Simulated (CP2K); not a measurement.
# ZnS (Wurtzite-2H) (P6_3mc) in CP2K: a series of runs, part 3 of 3

CP2K 2026.2. Earlier steps stand in the parts before.

## 6. Band structure, TB-mBJ

File zns_bands.inp:

```
&GLOBAL
  PROJECT zns_bands
  RUN_TYPE ENERGY
  PRINT_LEVEL LOW
&END GLOBAL
&FORCE_EVAL
  METHOD QS
  &DFT
    BASIS_SET_FILE_NAME BASIS_MOLOPT_UZH
    POTENTIAL_FILE_NAME POTENTIAL_UZH
    &MGRID
      CUTOFF 675
      REL_CUTOFF 60
      NGRIDS 4
    &END MGRID
    &QS
      METHOD GPW
      EPS_DEFAULT 1.0E-9
    &END QS
    &KPOINTS
      SCHEME MONKHORST-PACK 8 8 5
      GAMMA_CENTERED T
      SYMMETRY T
      SYMMETRY_BACKEND SPGLIB
    &END KPOINTS
    &SCF
      SCF_GUESS ATOMIC
      EPS_SCF 1.0E-6
      MAX_SCF 100
      ADDED_MOS 14
      CHOLESKY OFF
      EPS_EIGVAL 1.0E-7
      &DIAGONALIZATION ON
        ALGORITHM STANDARD
      &END DIAGONALIZATION
      &MIXING ON
        METHOD BROYDEN_MIXING
        ALPHA 0.4
        BETA 1.5
        NBUFFER 8
      &END MIXING
      &SMEAR ON
        METHOD FERMI_DIRAC
        ELECTRONIC_TEMPERATURE 1160.45
      &END SMEAR
    &END SCF
    &XC
      &XC_FUNCTIONAL
        &MGGA_X_TB09
        &END MGGA_X_TB09
        &LDA_C_PW
        &END LDA_C_PW
      &END XC_FUNCTIONAL
    &END XC
    &PRINT
      &KPOINTS ON
      &END KPOINTS
      &MULLIKEN ON
      &END MULLIKEN
      &MO ON
        ENERGIES T
        OCCUPATION_NUMBERS T
        &EACH
          QS_SCF 0
        &END EACH
        ADD_LAST NUMERIC
      &END MO
      &BAND_STRUCTURE
        FILE_NAME bands.bs
        ADDED_MOS 6
        &KPOINT_SET
          UNITS B_VECTOR
          NPOINTS 8
          SPECIAL_POINT GAMMA 0.00000000 0.00000000 0.00000000
          SPECIAL_POINT M 0.50000000 0.00000000 0.00000000
          SPECIAL_POINT K 0.33333333 0.33333333 0.00000000
          SPECIAL_POINT GAMMA 0.00000000 0.00000000 0.00000000
          SPECIAL_POINT A 0.00000000 0.00000000 0.50000000
          SPECIAL_POINT L 0.50000000 0.00000000 0.50000000
          SPECIAL_POINT H 0.33333333 0.33333333 0.50000000
          SPECIAL_POINT A 0.00000000 0.00000000 0.50000000
        &END KPOINT_SET
        &KPOINT_SET
          UNITS B_VECTOR
          NPOINTS 8
          SPECIAL_POINT L 0.50000000 0.00000000 0.50000000
          SPECIAL_POINT M 0.50000000 0.00000000 0.00000000
        &END KPOINT_SET
        &KPOINT_SET
          UNITS B_VECTOR
          NPOINTS 8
          SPECIAL_POINT K 0.33333333 0.33333333 0.00000000
          SPECIAL_POINT H 0.33333333 0.33333333 0.50000000
        &END KPOINT_SET
      &END BAND_STRUCTURE
    &END PRINT
  &END DFT
  &SUBSYS
    &CELL
      A 3.8110000000 0.0000000000 0.0000000000
      B -1.9055000000 3.3004228138 0.0000000000
      C 0.0000000000 0.0000000000 6.2340000000
      PERIODIC XYZ
    &END CELL
    &COORD
      SCALED
      Zn  0.6666666667 0.3333333333 0.5000000000
      Zn  0.3333333333 0.6666666667 0.0000000000
      S   0.6666666667 0.3333333333 0.8850000000
      S   0.3333333333 0.6666666667 0.3850000000
    &END COORD
    &KIND Zn
      BASIS_SET TZVP-MOLOPT-PBE-GTH-q12
      POTENTIAL GTH-PBE-q12
    &END KIND
    &KIND S
      BASIS_SET TZVP-MOLOPT-PBE-GTH-q6
      POTENTIAL GTH-PBE-q6
    &END KIND
    &PRINT
      &ATOMIC_COORDINATES ON
      &END ATOMIC_COORDINATES
      &CELL ON
      &END CELL
    &END PRINT
  &END SUBSYS
  &PRINT
    &FORCES ON
    &END FORCES
  &END PRINT
&END FORCE_EVAL
```

Potentials or basis: POTENTIAL_UZH Zn GTH-PBE-q12, S GTH-PBE-q6; TZVP-MOLOPT-PBE-GTH basis.

Run with:

```bash
$ OMP_NUM_THREADS=2 cp2k.psmp -i zns_bands.inp -o zns_bands.out
```

zns_bands.out:

```text

 CP2K| version string:                                       CP2K version 2026.2
 CP2K| Input file name                                             zns_bands.inp

 GLOBAL| Force Environment number                                              1
 GLOBAL| Basis set file name                                    BASIS_MOLOPT_UZH
 GLOBAL| Potential file name                                       POTENTIAL_UZH
 GLOBAL| MM Potential file name                                     MM_POTENTIAL
 GLOBAL| Coordinate file name                                      __STD_INPUT__
 GLOBAL| Method name                                                        CP2K
 GLOBAL| Project name                                                  zns_bands
 GLOBAL| Run type                                                         ENERGY
 GLOBAL| FFT library                                                       FFTW3
 GLOBAL| Diagonalization library                                       ScaLAPACK
 GLOBAL| Cholesky decomposition library                                ScaLAPACK
 GLOBAL| DGEMM library                                                      BLAS
[... 729 lines left out ...]
 # Total charge                             36.000000                  0.000000

 !-----------------------------------------------------------------------------!

 KPOINTS| Band Structure Calculation
 KPOINTS| Number of k-point sets                                               3
 KPOINTS| Number of added MOs/bands                                            6
 KPOINTS| Number of k-points in set    1                                      57
 KPOINTS| In units of b-vector [2pi/Bohr]
 KPOINTS| Special point     1       GAMMA     0.000000     0.000000     0.000000
 KPOINTS| Special point     2           M     0.500000     0.000000     0.000000
 KPOINTS| Special point     3           K     0.333333     0.333333     0.000000
 KPOINTS| Special point     4       GAMMA     0.000000     0.000000     0.000000
 KPOINTS| Special point     5           A     0.000000     0.000000     0.500000
 KPOINTS| Special point     6           L     0.500000     0.000000     0.500000
 KPOINTS| Special point     7           H     0.333333     0.333333     0.500000
 KPOINTS| Special point     8           A     0.000000     0.000000     0.500000
 KPOINTS| Number of k-points in set    2                                       9
 KPOINTS| In units of b-vector [2pi/Bohr]
 KPOINTS| Special point     1           L     0.500000     0.000000     0.500000
 KPOINTS| Special point     2           M     0.500000     0.000000     0.000000
 KPOINTS| Number of k-points in set    3                                       9
 KPOINTS| In units of b-vector [2pi/Bohr]
 KPOINTS| Special point     1           K     0.333333     0.333333     0.000000
 KPOINTS| Special point     2           H     0.333333     0.333333     0.500000

 ENERGY| Total FORCE_EVAL ( QS ) energy [hartree]           -121.816092398515494
```

bands.bs:

```text
# Set 1: 8 special points, 57 k-points, 38 bands
#  Special point 1          0.00000000     0.00000000     0.00000000  GAMMA
#  Special point 2          0.50000000     0.00000000     0.00000000  M
#  Special point 3          0.33333333     0.33333333     0.00000000  K
#  Special point 4          0.00000000     0.00000000     0.00000000  GAMMA
#  Special point 5          0.00000000     0.00000000     0.50000000  A
#  Special point 6          0.50000000     0.00000000     0.50000000  L
#  Special point 7          0.33333333     0.33333333     0.50000000  H
#  Special point 8          0.00000000     0.00000000     0.50000000  A
#  Point 1      Spin 1:     0.00000000     0.00000000     0.00000000       0.01754386
#   Band    Energy [eV]     Occupation
       1   -10.32379036     2.00000000
       2    -9.35208814     2.00000000
       3    -2.38876609     2.00000000
       4    -1.62060471     2.00000000
       5    -1.62057644     2.00000000
       6    -1.55375226     2.00000000
[... 30 lines left out ...]
      37    23.61444128     0.00000000
      38    23.91393979     0.00000000
#  Point 2      Spin 1:     0.06250000     0.00000000     0.00000000       0.01754386
#   Band    Energy [eV]     Occupation
[... 1403 lines left out ...]
       4    -2.19757637     2.00000000
       5    -1.46424098     2.00000000
       6    -1.46422175     2.00000000
[... 27 lines left out ...]
      34    21.46060994     0.00000000
      35    22.76347258     0.00000000
      36    22.76347413
```

Wall time 5.2 min (2 threads of Arm Neoverse N1, shared host); peak memory 0.56 GiB.

Results:

```yaml
Band_gap_on_the_k_mesh: 1.94 eV, direct
Band_gap_along_the_path: 1.94 eV, direct
Mulliken_charges: Zn +0.75; S -0.75 e
```

Levels at the corners of the path, in eV from the valence-band top:
| point | band 15 | band 16 | band 17 | band 18 | band 19 | band 20 | band 21 | band 22 |
| --- | --- | --- | --- | --- | --- | --- | --- | --- |
| Γ | -0.95 | -0.06 | 0.00 | 0.00 | 1.94 | 2.59 | 5.73 | 5.73 |
| M | -3.17 | -2.49 | -1.59 | -1.15 | 3.37 | 3.86 | 5.01 | 6.87 |
| K | -3.44 | -2.26 | -2.26 | -2.26 | 4.34 | 5.43 | 5.43 | 7.70 |
| Γ | -0.95 | -0.06 | 0.00 | 0.00 | 1.94 | 2.59 | 5.73 | 5.73 |
| A | -0.50 | -0.50 | -0.50 | -0.50 | 3.07 | 3.07 | 6.26 | 6.26 |
| L | -1.84 | -1.84 | -1.70 | -1.70 | 3.32 | 3.32 | 4.88 | 4.88 |
| H | -3.01 | -3.01 | -1.50 | -1.50 | 4.18 | 4.18 | 6.36 | 6.36 |
| A | -0.50 | -0.50 | -0.50 | -0.50 | 3.07 | 3.07 | 6.26 | 6.26 |
| L | -1.84 | -1.84 | -1.70 | -1.70 | 3.32 | 3.32 | 4.88 | 4.88 |
| M | -3.17 | -2.49 | -1.59 | -1.15 | 3.37 | 3.86 | 5.01 | 6.87 |
| K | -3.44 | -2.26 | -2.26 | -2.26 | 4.34 | 5.43 | 5.43 | 7.70 |
| H | -3.01 | -3.01 | -1.50 | -1.50 | 4.18 | 4.18 | 6.36 | 6.36 |

Caveat: Mulliken charges move with the basis; this is a model potential without an energy functional, so only levels have meaning; the potentials were made for another functional, which shifts forces and pressure; the basis of atomic orbitals isn't converged, which shifts pressures, moduli and gaps.

## 7. Summary

```tsv
level	potentials or basis	smearing	EPS_DEFAULT	NGRIDS	points a segment of the path (NPOINTS)	bands added on the path	CUTOFF of the grids	gap on the mesh (eV)	pressure (GPa)	largest force (eV/Å)
PBE	POTENTIAL_UZH Zn GTH-PBE-q12, S GTH-PBE-q6; TZVP-MOLOPT-PBE-GTH basis	fermi-dirac 0.01 eV	1.0E-9	5	8	2	450 Ry	2.21	2.8	-
LDA	GTH_POTENTIALS Zn GTH-PADE-q12, S GTH-PADE-q6; TZVP-MOLOPT-PBE-GTH basis	fermi-dirac 0.05 eV	1.0E-9	5	10	2	450 Ry	1.93	-3.7	0.31
PBEsol	POTENTIAL_UZH Zn GTH-PBE-q12, S GTH-PBE-q6; TZVP-MOLOPT-PBE-GTH basis	fermi-dirac 0.1 eV	1.0E-10	4	10	6	450 Ry	2.03	-0.6	-
r2SCAN	POTENTIAL_UZH Zn GTH-SCAN-q12, S GTH-SCAN-q6; TZVP-MOLOPT-SCAN-GTH basis	fermi-dirac 0.05 eV	1.0E-9	5	6	2	675 Ry	2.65	-0.2	0.32
TB-mBJ	POTENTIAL_UZH Zn GTH-PBE-q12, S GTH-PBE-q6; TZVP-MOLOPT-PBE-GTH basis	fermi-dirac 0.1 eV	1.0E-9	4	8	6	675 Ry	1.94	-	-
```

Alike in all rows: task band structure; no spin polarisation; cell as given; k mesh 8 × 8 × 5.

Caveats: the basis of atomic orbitals isn't converged, which shifts pressures, moduli and gaps; the forces don't sum to zero, a sign of grid noise (some runs); the potentials were made for another functional, which shifts forces and pressure (some runs); this is a model potential without an energy functional, so only levels have meaning (some runs).

Total energies depend on the potentials used, so only differences within one code and one set of settings carry meaning.

## 8. How close it comes

Step 2. Against the measured gap of ZnS, 3.911 eV (direct; 4 K; a printed reference work, monograph), the calculated 2.21 eV is off by -1.70 eV. The value is that of PBE in an atomic basis (POTENTIAL_UZH Zn GTH-PBE-q12, S GTH-PBE-q6; TZVP-MOLOPT-PBE-GTH basis), whose error adds to the functional's,, without temperature or zero-point motion. Semilocal functionals fall short of measured gaps as a rule.

Step 3. Measured gap of ZnS: 3.911 eV (direct; 4 K; a printed reference work, monograph). This calculation gives 1.93 eV (-1.98 eV). So large a miss can be the level of theory's own, or it may mean another phase, state or a wrong row. The value is that of LDA in an atomic basis (GTH_POTENTIALS Zn GTH-PADE-q12, S GTH-PADE-q6; TZVP-MOLOPT-PBE-GTH basis), whose error adds to the functional's,, without temperature or zero-point motion. Semilocal functionals fall short of measured gaps as a rule.

Step 4. Against the measured gap of ZnS, 3.911 eV (direct; 4 K; a printed reference work, monograph), the calculated 2.03 eV is off by -1.88 eV. The value is that of PBEsol in an atomic basis (POTENTIAL_UZH Zn GTH-PBE-q12, S GTH-PBE-q6; TZVP-MOLOPT-PBE-GTH basis), whose error adds to the functional's,, without temperature or zero-point motion. Semilocal functionals fall short of measured gaps as a rule.

Step 5. Against the measured gap of ZnS, 3.911 eV (direct; 4 K; a printed reference work, monograph), the calculated 2.65 eV is off by -1.26 eV. The value is that of r2SCAN in an atomic basis (POTENTIAL_UZH Zn GTH-SCAN-q12, S GTH-SCAN-q6; TZVP-MOLOPT-SCAN-GTH basis), whose error adds to the functional's,, without temperature or zero-point motion.

Step 6. A measured gap of ZnS is 3.911 eV (direct; 4 K; a printed reference work, monograph); the calculated 1.94 eV misses it by -1.97 eV. So large a miss can be the level of theory's own, or it may mean another phase, state or a wrong row. The value is that of TB-mBJ in an atomic basis (POTENTIAL_UZH Zn GTH-PBE-q12, S GTH-PBE-q6; TZVP-MOLOPT-PBE-GTH basis), whose error adds to the functional's,, without temperature or zero-point motion.
